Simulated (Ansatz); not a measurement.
# CoO in Ansatz: the effect of starting spin order

CoO:

```
CELL_PARAMETERS angstrom
0.00000 2.34364 2.34364
2.34364 0.00000 2.34364
2.34364 2.34364 0.00000
ATOMIC_POSITIONS crystal
Co 0.00000 0.00000 0.00000
O 0.25000 0.25000 0.25000
```

Measurements of this composition are mostly on another form, of space group No. 225.

Alike in all runs:

| Item | Value |
| --- | --- |
| Program | Ansatz 0.2.0 |
| Task | single point |
| Functional | PBE |
| Potentials or basis | Ansatz PAW |
| Cutoff | 420 eV (not typed: the program's choice for these potentials) |
| k mesh | 10 × 10 × 10 |
| Occupations | fermi-dirac, width 0.05 eV |

```csv
starting spin order,spin,starting moments,energy over the lowest run (meV/atom),final net moment (μB),final largest site moment (μB)
spin off,no spin polarisation,-,?,?,?
fm,"collinear spin, ferromagnetic start","[2.0, 0.0] μB",0.0,2.98,2.42
random,"collinear spin, random start","[1.71, 0.0] μB",0.0,2.98,2.42
"ferromagnetic start, larger moments","collinear spin, ferromagnetic start","[3.5, 0.0] μB",0.0,2.98,2.42
```

Task: What does the run with starting spin order spin off give?

Result: Energy over the lowest run 317.5 meV/atom; final net moment 0.00 μB; final largest site moment 0.00 μB.

Caveats: a cell with one magnetic atom can't hold antiferromagnetic order, which such compounds often take (some runs); an odd number of electrons without spin polarisation forces a metal (some runs); a magnetic or distorted state may lie lower (some runs).
